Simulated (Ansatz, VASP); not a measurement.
**One calculation of InSb, two programs**

```
In Sb
1.0
     5.35700    0.00000    0.00000
     0.00000    5.71200    0.00000
     0.00000    0.00000    3.15489
In Sb
2 2
Direct
  0.00000 0.00000 0.00000
  0.50000 0.50000 0.00000
  0.50000 0.00000 0.83500
  0.00000 0.50000 0.16500
```

Change from the starting cell: zz strain of +3 %, crystal datasets.

Alike in both runs: task electric field gradients; functional LDA; k mesh 6 × 6 × 11; occupations fermi-dirac, width 0.08 eV; no spin polarisation.

|  | VASP | Ansatz |
| --- | --- | --- |
| version | VASP 6.6.1 | Ansatz 0.2.0 |
| potentials or method | VASP PAW LDA potentials, release 64 (In_d, Sb), cutoff 520 eV | all-electron PAW with datasets made for the crystal, scalar-relativistic |

```tsv
	VASP	Ansatz	Ansatz less VASP
pressure (GPa)	9.5	9.3	-0.21
largest component of the traceless stress (GPa)	11.55	11.50	-0.058
rms of the force components (eV/Å)	0.295	0.292	-0.0024
Vzz of the field gradient on the site that differs most (V/Å²)	-95.2	-83.6	+11.64
```

Atom by atom the forces differ by 0.003 eV/Å (rms over components). Ansatz ran all-electron here, so the differences hold the error of VASP's frozen core and of both bases. Ansatz warned: «gradients_without_spin_orbit».

The runs have no spin-orbit coupling, so splittings on Sb are missing.
